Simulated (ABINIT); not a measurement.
Crystal: SnO2.

```xyz
6
Lattice="4.7880 0.0000 0.0000 0.0000 4.8666 0.0000 0.0000 0.0000 3.2409" Properties=species:S:1:pos:R:3 pbc="T T T"
Sn    0.0000    0.0000    0.0000
Sn    2.3940    2.4333    1.6204
O     3.3906    3.3042    0.0000
O     0.9966    3.9957    1.6204
O     3.7914    0.8709    1.6204
O     1.3974    1.5624    0.0000
```

The cell is a database's computed one.

- Program: ABINIT 10.8.3 (patched build)
- Task: single point
- Functional: PBE
- Potentials or basis: JTH PAW PBE v2.0
- Cutoff: 626 eV
- k mesh: 6 × 6 × 8
- Occupations: fermi-dirac, width 0.05 eV
- Spin: no spin polarisation

On this cell: pressure -1.4 GPa; largest force 0.082 eV/Å; band gap on the k mesh 0.80 eV, direct.

The same run follows on a disturbed copy (atoms moved at random, drawn with an rms of 0.05 Å):

```xyz
6
Lattice="4.7880 0.0000 0.0000 0.0000 4.8666 0.0000 0.0000 0.0000 3.2409" Properties=species:S:1:pos:R:3 pbc="T T T"
Sn   -0.0076   -0.0017   -0.0290
Sn    2.4162    2.4696    1.6062
O     3.3540    3.2794   -0.0245
O     0.9724    3.9839    1.5943
O     3.7832    0.8668    1.5861
O     1.3916    1.5559   -0.0247
```

Q: What changes?

A: The energy moves by +8.5 meV/atom; pressure -0.8 GPa; largest force 1.401 eV/Å; band gap on the k mesh 0.77 eV, direct.

Forces on the atoms (eV/Å):
```
Sn   0.129  0.248 -0.004
Sn  -0.938 -1.024 -0.187
O    0.681  0.778  0.094
O   -0.095 -0.064 -0.014
O    0.022 -0.034  0.073
O    0.201  0.097  0.037
```

Stress tensor (GPa, compression positive):
```
-0.53  0.01  0.04
 0.01 -1.20  0.14
 0.04  0.14 -0.55
```

Caveats: spin-orbit coupling is left out, which moves the levels of the heavy elements; the atomic spheres overlap (some runs).

